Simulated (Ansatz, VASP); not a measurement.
## C2F in VASP and in Ansatz

Contents of INCAR:

```
SYSTEM = C2F
PREC = Accurate ; ENCUT = 520
EDIFF = 1E-6 ; ISMEAR = 0
SIGMA = 0.01 ; LREAL = .FALSE.
LASPH = .TRUE. ; NELM = 100
ALGO = Fast ; ISIF = 2
LWAVE = .FALSE. ; LCHARG = .FALSE.
LDIPOL = .TRUE. ; IDIPOL = 3
DIPOL = 0.5 0.5 0.500 ; GGA = PE
NBANDS = 24
```

The input KPOINTS:

```
Automatic mesh
0
G
  12 12 1
  0 0 0
```

POSCAR

```
C2F
1.0
    2.5596856133      0.0000000000      0.0000000000
   -1.2798428066      2.2167527668      0.0000000000
    0.0000000000      0.0000000000     21.2900000000
F C
2 4
Direct
    0.0000000000      0.0000000000      0.3749958823
    0.0000000000      0.0000000000      0.6250041177
    0.0000000000      0.0000000000      0.4392152145
    0.3333333333      0.6666666667      0.4631515976
    0.3333333333      0.6666666667      0.5368484024
    0.0000000000      0.0000000000      0.5607847855
```

Input for Ansatz:

```yaml
crystal:
  lattice:
    - [2.5596856133, 0.0, 0.0]
    - [-1.2798428066, 2.2167527668, 0.0]
    - [0.0, 0.0, 21.29]
  atoms:
    - { symbol: F, position: [0.0, 0.0, 0.3749958823] }
    - { symbol: C, position: [0.0, 0.0, 0.4392152145] }
    - { symbol: C, position: [0.3333333333, 0.6666666667, 0.4631515976] }
    - { symbol: C, position: [0.3333333333, 0.6666666667, 0.5368484024] }
    - { symbol: C, position: [0.0, 0.0, 0.5607847855] }
    - { symbol: F, position: [0.0, 0.0, 0.6250041177] }
scf:
  occupations: { method: fixed }
  n_extra_bands: 4
output:
  eigenvalues: true
kpoints:
  mp_grid: { grid: [12, 12, 1] }
efield:
  axis: 3
  dipole_correction: true
hamiltonian:
  xc: pbe
```

Alike in both runs: task single point; functional PBE; k mesh 12 × 12 × 1; no spin polarisation.

|  | VASP | Ansatz |
| --- | --- | --- |
| version | VASP 6.6.1 | Ansatz 0.2.0 |
| potentials or method | VASP PAW PBE potentials, release 64 (F, C) | scalar-relativistic, plane waves, PAW |
| plane-wave cutoff (eV) | 520 | 420 |
| occupations | gaussian, width 0.01 eV | fixed |
| valence electrons in the cell | 30 | 30 |

|  | VASP | Ansatz | Ansatz less VASP |
| --- | --- | --- | --- |
| gap on the k mesh at the Fermi level (eV) | 4.06 | 4.09 | +0.031 |
| least direct gap on the mesh (eV) | 4.06 | 4.09 | +0.031 |

Expect the measured gap to be larger: semilocal functionals such as PBE lack the derivative discontinuity.
